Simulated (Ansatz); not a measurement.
# HfB2: equation of state, part 2 of 2

Aim: scale the cell of HfB2 up and down at fixed shape and fractional positions, and get the equilibrium volume and bulk modulus with LAPW, PAW and all-electron datasets made for the crystal.

Ansatz 0.2.0; DFT PBEsol; a database cell (COD). «Crystal datasets» are all-electron PAW datasets made for this crystal. Earlier steps stand in the parts before.

## (9) Volume × 1.01, PAW

input.yaml reads:

```yaml
crystal:
  lattice:
    - [3.1504320712, 0.0, 0.0]
    - [-1.5752160356, 2.7283542065, 0.0]
    - [0.0, 0.0, 3.4915615467]
  atoms:
    - { symbol: Hf, position: [0.0, 0.0, 0.0] }
    - { symbol: B, position: [0.3333333333, 0.6666666667, 0.5] }
    - { symbol: B, position: [0.6666666667, 0.3333333333, 0.5] }
kpoints:
  mp_grid: { grid: [13, 13, 11] }
scf:
  occupations: { method: fermi_dirac, width: 0.05 }
hamiltonian:
  xc: pbesol
  pseudopotentials: { kind: paw }
output:
  forces: true
  stress: true
  eigenvalues: true
  efg: { contact_densities: true }
```

Command:

```sh
$ ansatz run input.yaml --threads 1 --pin off --max-ram 6144MiB --backend cpu --events-out ev --progress --plain --runs-dir out
```

What it wrote, shortened:

```text
Hf: output.efg is read without spin–orbit coupling, which moves field gradients at and beside such atoms by some per cent and up to a factor of two; PAW files take it under magnetization.noncollinear and magnetization.spin_orbit
[...]
Pseudopotentials: kind: paw
Pseudopotential: Hf, paw, valence charge 26, recommended cutoff 420 eV (normal)
Pseudopotential: B, paw, valence charge 3, recommended cutoff 420 eV (normal)
Functional definition: PBEsol
[...]
Crystal: 3 atoms, lattice volume = 30.012 Å³
Basis set: ecut = 420 eV, 563 PW (Γ), exchange–correlation on 48×48×48 points (8 copies of the dense FFT grid, shifted against one another)
Bands: 20, of which v1, the nominal top of the filled ones, is band 16 counted from 1 (15 counted from 0)
Symmetry: 24 space group operations
Space group: P6/mmm (ITA 191), of the structure as read, at distance tolerance 3.1e-5 Å
k-points: 126 of 1859
[...]
       -6.395078       0.000000      -0.000000
       -0.000000      -6.395078      -0.000000
       -0.000000      -0.000000      -7.476660
  P = ⅓ Tr σ = -6.7556 GPa (-67.556 kbar)
--- PAW observables at the nuclei: V_zz in 10²¹ V/m², potentials from the cell's mean, atoms counted from 1 ---
  atom   1  Hf V_zz =   +10.754887   η = 0.0000   by run symmetry: allowed
            electrostatic potential = -14184.093620 V   contact ρ = 7519009.884335 e/Å³
  atom   2  B  V_zz =    +0.058492   η = 0.0000   by run symmetry: allowed
            electrostatic potential = -335.702900 V   contact ρ = 481.228682 e/Å³
  atom   3  B  V_zz =    +0.058492   η = 0.0000   by run symmetry: allowed
            electrostatic potential = -335.702900 V   contact ρ = 481.228682 e/Å³
--- Band table (eV; the first three rows and the last of 126) ---
  k-point 0: bands = ["-41.5874", "-10.4584", "-9.9787", "-9.9787", "6.5195", "8.4260", "8.4474", "8.4573", "8.4573", "8.4612", "8.4612", "8.5544", "17.1570", "17.3004", "17.3004", "17.4692", "24.0988", "24.0988", "24.7600", "24.7600"]
[...]
```

Wall time 3.1 s (1 thread of Intel Xeon 6975P-C (Granite Rapids), shared host); peak memory 0.47 GiB.

Read from it: pressure -6.76 GPa; no gap; Vzz Hf1 10.75 (η = 0.00), B2 0.06 (η = 0.00) (10²¹ V/m²).

## (10) Volume × 1.01, crystal datasets

Changes to input.yaml since step 9:

```diff
@@ -15,3 +15,3 @@
   xc: pbesol
-  pseudopotentials: { kind: paw }
+  pseudopotentials: { kind: all_electron, datasets: crystal }
 output:
```

Command:

```sh
$ ansatz run input.yaml --threads 1 --pin off --max-ram 6144MiB --backend cpu --events-out ev --progress --plain --runs-dir out
```

What it wrote, shortened:

```text
[...]
Hf: output.efg is read without spin–orbit coupling, which moves field gradients at and beside such atoms by some per cent and up to a factor of two; PAW files take it under magnetization.noncollinear and magnetization.spin_orbit
[...]
Pseudopotentials: kind: all_electron
Pseudopotential: Hf, paw, valence charge 26, recommended cutoff 400 eV (normal), Koelling and Harmon's equation, gaussian nucleus
Pseudopotential: B, paw, valence charge 3, recommended cutoff 400 eV (normal), Koelling and Harmon's equation, gaussian nucleus
Functional definition: PBEsol
[...]
Crystal: 3 atoms, lattice volume = 30.012 Å³
Basis set: ecut = 400 eV, 563 PW (Γ), exchange–correlation on 48×48×48 points (8 copies of the dense FFT grid, shifted against one another)
Bands: 20, of which v1, the nominal top of the filled ones, is band 16 counted from 1 (15 counted from 0)
Symmetry: 24 space group operations
[...]
       -6.368792       0.000000      -0.000000
        0.000000      -6.368792      -0.000000
       -0.000000      -0.000000      -7.360869
  P = ⅓ Tr σ = -6.6995 GPa (-66.995 kbar)
--- PAW observables at the nuclei: V_zz in 10²¹ V/m², potentials from the cell's mean, atoms counted from 1 ---
  atom   1  Hf V_zz =   +11.261341   η = 0.0000   by run symmetry: allowed
            electrostatic potential = -14181.419834 V   contact ρ = 7515497.001956 e/Å³
  atom   2  B  V_zz =    +0.084123   η = 0.0000   by run symmetry: allowed
            electrostatic potential = -334.985175 V   contact ρ = 481.251954 e/Å³
  atom   3  B  V_zz =    +0.084123   η = 0.0000   by run symmetry: allowed
            electrostatic potential = -334.985175 V   contact ρ = 481.251954 e/Å³
--- Band table (eV; the first three rows and the last of 126) ---
  k-point 0: bands = ["-41.2009", "-10.0670", "-9.5917", "-9.5917", "6.9077", "8.8140", "8.8307", "8.8448", "8.8448", "8.8474", "8.8474", "8.9376", "17.5449", "17.6852", "17.6852", "17.8574", "24.4892", "24.4892"]
[...]
```

Run time: 17 s. Hardware: 1 thread of Intel Xeon 6975P-C (Granite Rapids), shared host; peak memory 0.71 GiB.

This run gives: pressure -6.70 GPa; no gap; Vzz Hf1 11.26 (η = 0.00), B2 0.08 (η = 0.00) (10²¹ V/m²).

## (11) Volume × 1.04, LAPW

input.yaml reads:

```yaml
crystal:
  lattice:
    - [3.1813206298, 0.0, 0.0]
    - [-1.590660315, 2.755104483, 0.0]
    - [0.0, 0.0, 3.5257947253]
  atoms:
    - { symbol: Hf, position: [0.0, 0.0, 0.0] }
    - { symbol: B, position: [0.3333333333, 0.6666666667, 0.5] }
    - { symbol: B, position: [0.6666666667, 0.3333333333, 0.5] }
kpoints:
  mp_grid: { grid: [13, 13, 11] }
  band_path:
    path:
      - [0.0, 0.0, 0.0]
      - [0.5, 0.0, 0.0]
      - [0.3333333333, 0.3333333333, 0.0]
      - [0.0, 0.0, 0.0]
      - [0.0, 0.0, 0.5]
      - [0.5, 0.0, 0.5]
      - [0.3333333333, 0.3333333333, 0.5]
      - [0.0, 0.0, 0.5]
      - [0.5, 0.0, 0.5]
    npoints: 5
scf:
  occupations: { method: fermi_dirac, width: 0.05 }
hamiltonian:
  xc: pbesol
  pseudopotentials: { kind: all_electron, lapw: { basis_error: 0.0005 } }
output:
  forces: true
  stress: true
  eigenvalues: true
```

Command:

```sh
$ ansatz run input.yaml --threads 1 --pin off --max-ram 6144MiB --backend cpu --events-out ev --progress --plain --runs-dir out
```

What it wrote, shortened:

```text
LAPW: plane waves up to 8.974 Å⁻¹, error target 5.0e-4 eV per atom; small_component_spin mean_spin; B in spheres of 0.918 Å, 5 of its electrons in bands, Dirac shells []; Hf in spheres of 1.402 Å, 42 of its electrons in bands, Dirac shells []
[...]
Pseudopotentials: kind: all_electron
Pseudopotential: Hf, LAPW, valence charge 42, Koelling and Harmon's equation, gaussian nucleus
Pseudopotential: B, LAPW, valence charge 5, Koelling and Harmon's equation, gaussian nucleus
Functional definition: PBEsol
[...]
Crystal: 3 atoms, lattice volume = 30.903 Å³
Basis set: ecut = 306.84732307477657 eV, 389 PW (Γ), exchange–correlation at level 2
Bands: 32, of which v1, the nominal top of the filled ones, is band 26 counted from 1 (25 counted from 0)
Symmetry: 24 space group operations
Space group: P6/mmm (ITA 191), of the structure as read, at distance tolerance 3.1e-5 Å
k-points: 126 of 1859
[...]
the basis was enlarged: its passes take 339.3 KiB over the memory plan, 1 of 1 planned eigensolver slots
[...]
SCF iter   9: F=-411475.999456 eV  HF=-411475.999456 eV  |F-HF|=7.33e-9  |Δ(HF+E_count)|=   2.95e-8  Δρ=1.07e-5  dr2=2.94e-8  ethr=1.10e-9  ⟨swp⟩=2.0  Hψ=11480  notcnv=0
[...]
NSCF: frozen V_eff on 41 k-points
SCF converged after 9 iterations
Free energy (F): -411475.999456 eV
[...]
E sigma→0 (E₀):  -411475.998622 eV
Entropy (-TS):   -0.001668 eV (-0.556 meV/atom)
Fermi energy:    20.040846 eV
[...]
--- Forces (eV/Å), atoms counted from 1 ---
  atom   1  Hf    -0.00000000     0.00000000     0.00000000
  atom   2  B     -0.00000000    -0.00000000     0.00000000
  atom   3  B     -0.00000000     0.00000000    -0.00000000
[...]
--- Stress (GPa, compression-positive) ---
      -13.185887      -0.000000      -0.000000
       -0.000000     -13.185887       0.000000
       -0.000000       0.000000     -13.242722
  P = ⅓ Tr σ = -13.2048 GPa (-132.048 kbar)
--- Band table (eV; the first three rows and the last of 126) ---
[...]
```

Run time: 19 s. Hardware: 1 thread of Intel Xeon 6975P-C (Granite Rapids), shared host; peak memory 0.58 GiB.

In short: pressure -13.20 GPa; no gap.

## (12) Volume × 1.04, PAW

input.yaml reads:

```yaml
crystal:
  lattice:
    - [3.1813206298, 0.0, 0.0]
    - [-1.590660315, 2.755104483, 0.0]
    - [0.0, 0.0, 3.5257947253]
  atoms:
    - { symbol: Hf, position: [0.0, 0.0, 0.0] }
    - { symbol: B, position: [0.3333333333, 0.6666666667, 0.5] }
    - { symbol: B, position: [0.6666666667, 0.3333333333, 0.5] }
kpoints:
  mp_grid: { grid: [13, 13, 11] }
scf:
  occupations: { method: fermi_dirac, width: 0.05 }
hamiltonian:
  xc: pbesol
  pseudopotentials: { kind: paw }
output:
  forces: true
  stress: true
  eigenvalues: true
  efg: { contact_densities: true }
```

Command:

```sh
$ ansatz run input.yaml --threads 1 --pin off --max-ram 6144MiB --backend cpu --events-out ev --progress --plain --runs-dir out
```

What it wrote, shortened:

```text
Hf: output.efg is read without spin–orbit coupling, which moves field gradients at and beside such atoms by some per cent and up to a factor of two; PAW files take it under magnetization.noncollinear and magnetization.spin_orbit
[...]
Pseudopotentials: kind: paw
Pseudopotential: Hf, paw, valence charge 26, recommended cutoff 420 eV (normal)
Pseudopotential: B, paw, valence charge 3, recommended cutoff 420 eV (normal)
Functional definition: PBEsol
[...]
Crystal: 3 atoms, lattice volume = 30.903 Å³
Basis set: ecut = 420 eV, 575 PW (Γ), exchange–correlation on 48×48×48 points (8 copies of the dense FFT grid, shifted against one another)
Bands: 20, of which v1, the nominal top of the filled ones, is band 16 counted from 1 (15 counted from 0)
Symmetry: 24 space group operations
Space group: P6/mmm (ITA 191), of the structure as read, at distance tolerance 3.1e-5 Å
k-points: 126 of 1859
[...]
      -13.213338      -0.000000      -0.000000
       -0.000000     -13.213338       0.000000
       -0.000000       0.000000     -13.350566
  P = ⅓ Tr σ = -13.2591 GPa (-132.591 kbar)
--- PAW observables at the nuclei: V_zz in 10²¹ V/m², potentials from the cell's mean, atoms counted from 1 ---
  atom   1  Hf V_zz =   +10.602977   η = 0.0000   by run symmetry: allowed
            electrostatic potential = -14183.366294 V   contact ρ = 7519004.738397 e/Å³
  atom   2  B  V_zz =    +0.060373   η = 0.0000   by run symmetry: allowed
            electrostatic potential = -334.936203 V   contact ρ = 481.188862 e/Å³
  atom   3  B  V_zz =    +0.060373   η = 0.0000   by run symmetry: allowed
            electrostatic potential = -334.936203 V   contact ρ = 481.188862 e/Å³
--- Band table (eV; the first three rows and the last of 126) ---
  k-point 0: bands = ["-42.2819", "-11.1293", "-10.6843", "-10.6843", "6.0944", "7.7265", "7.7495", "7.7549", "7.7549", "7.7595", "7.7595", "7.8467", "16.6382", "16.7695", "16.7695", "16.8683", "23.3679", "23.3679", "24.0172", "24.0172"]
[...]
```

Run time: 3.8 s. Hardware: 1 thread of Intel Xeon 6975P-C (Granite Rapids), shared host; peak memory 0.48 GiB.

This run gives: pressure -13.26 GPa; no gap; Vzz Hf1 10.60 (η = 0.00), B2 0.06 (η = 0.00) (10²¹ V/m²).

## (13) Volume × 1.04, crystal datasets

Changes to input.yaml since step 12:

```diff
@@ -15,3 +15,3 @@
   xc: pbesol
-  pseudopotentials: { kind: paw }
+  pseudopotentials: { kind: all_electron, datasets: crystal }
 output:
```

Command:

```sh
$ ansatz run input.yaml --threads 1 --pin off --max-ram 6144MiB --backend cpu --events-out ev --progress --plain --runs-dir out
```

What it wrote, shortened:

```text
[...]
Hf: output.efg is read without spin–orbit coupling, which moves field gradients at and beside such atoms by some per cent and up to a factor of two; PAW files take it under magnetization.noncollinear and magnetization.spin_orbit
[...]
Pseudopotentials: kind: all_electron
Pseudopotential: Hf, paw, valence charge 26, recommended cutoff 400 eV (normal), Koelling and Harmon's equation, gaussian nucleus
Pseudopotential: B, paw, valence charge 3, recommended cutoff 400 eV (normal), Koelling and Harmon's equation, gaussian nucleus
Functional definition: PBEsol
[...]
Crystal: 3 atoms, lattice volume = 30.903 Å³
Basis set: ecut = 400 eV, 563 PW (Γ), exchange–correlation on 48×48×48 points (8 copies of the dense FFT grid, shifted against one another)
Bands: 20, of which v1, the nominal top of the filled ones, is band 16 counted from 1 (15 counted from 0)
Symmetry: 24 space group operations
[...]
      -13.186886       0.000000      -0.000000
       -0.000000     -13.186886      -0.000000
       -0.000000      -0.000000     -13.242590
  P = ⅓ Tr σ = -13.2055 GPa (-132.055 kbar)
--- PAW observables at the nuclei: V_zz in 10²¹ V/m², potentials from the cell's mean, atoms counted from 1 ---
  atom   1  Hf V_zz =   +11.086712   η = 0.0000   by run symmetry: allowed
            electrostatic potential = -14180.686216 V   contact ρ = 7515491.820761 e/Å³
  atom   2  B  V_zz =    +0.085114   η = 0.0000   by run symmetry: allowed
            electrostatic potential = -334.235454 V   contact ρ = 481.212026 e/Å³
  atom   3  B  V_zz =    +0.085114   η = 0.0000   by run symmetry: allowed
            electrostatic potential = -334.235454 V   contact ρ = 481.212026 e/Å³
--- Band table (eV; the first three rows and the last of 126) ---
  k-point 0: bands = ["-41.9078", "-10.7500", "-10.3093", "-10.3093", "6.4709", "8.1010", "8.1194", "8.1290", "8.1290", "8.1322", "8.1322", "8.2165", "17.0143", "17.1427", "17.1427", "17.2445", "23.7463", "23.7463"]
[...]
```

Run time: 16 s. Hardware: 1 thread of Intel Xeon 6975P-C (Granite Rapids), shared host; peak memory 0.73 GiB.

This run gives: pressure -13.21 GPa; no gap; Vzz Hf1 11.09 (η = 0.00), B2 0.09 (η = 0.00) (10²¹ V/m²).

## (14) The equation of state

| method | volume (Å³/atom) | F above the lowest (meV/atom) | pressure (GPa) | Vzz Hf1 (10²¹ V/m²) | Vzz B2 (10²¹ V/m²) |
| --- | --- | --- | --- | --- | --- |
| LAPW | 9.311 | 16.4 | 12.81 | – | – |
| LAPW | 9.707 | 0.0 | 0.84 | – | – |
| LAPW | 10.004 | 5.6 | -6.70 | – | – |
| LAPW | 10.301 | 24.2 | -13.20 | – | – |
| PAW | 9.311 | 16.2 | 12.74 | 11.10 | 0.05 |
| PAW | 9.707 | 0.0 | 0.78 | 10.91 | 0.06 |
| PAW | 10.004 | 5.7 | -6.76 | 10.75 | 0.06 |
| PAW | 10.301 | 24.4 | -13.26 | 10.60 | 0.06 |
| crystal datasets | 9.311 | – | 12.81 | 11.74 | 0.08 |
| crystal datasets | 9.707 | – | 0.84 | 11.47 | 0.08 |
| crystal datasets | 10.004 | – | -6.70 | 11.26 | 0.08 |
| crystal datasets | 10.301 | – | -13.21 | 11.09 | 0.09 |

## (15) What came out

This closing draws on all 2 parts.

```
                                  quantity          value
                 equilibrium volume (LAPW)  9.738 Å³/atom
                       bulk modulus (LAPW)        262 GPa
            its pressure derivative (LAPW)            3.9
                  equilibrium volume (PAW)  9.736 Å³/atom
                        bulk modulus (PAW)        262 GPa
             its pressure derivative (PAW)            3.8
     equilibrium volume (crystal datasets)  9.738 Å³/atom
           bulk modulus (crystal datasets)        262 GPa
its pressure derivative (crystal datasets)            3.9
```

What this shows: By LAPW, the pressure vanishes at 9.74 Å³/atom (-1.7 % from the starting cell) and the bulk modulus there is 262 GPa (Birch-Murnaghan, third order). Shape and positions are held, so a fully relaxed modulus can be lower. PAW's volume lies -0.02 % and its modulus less than 0.1 % from LAPW's. No thermal or zero-point expansion is included. Spin-orbit coupling is left out, though the cell holds Hf; in elements this heavy it can shift bands and gaps by tenths of an eV.
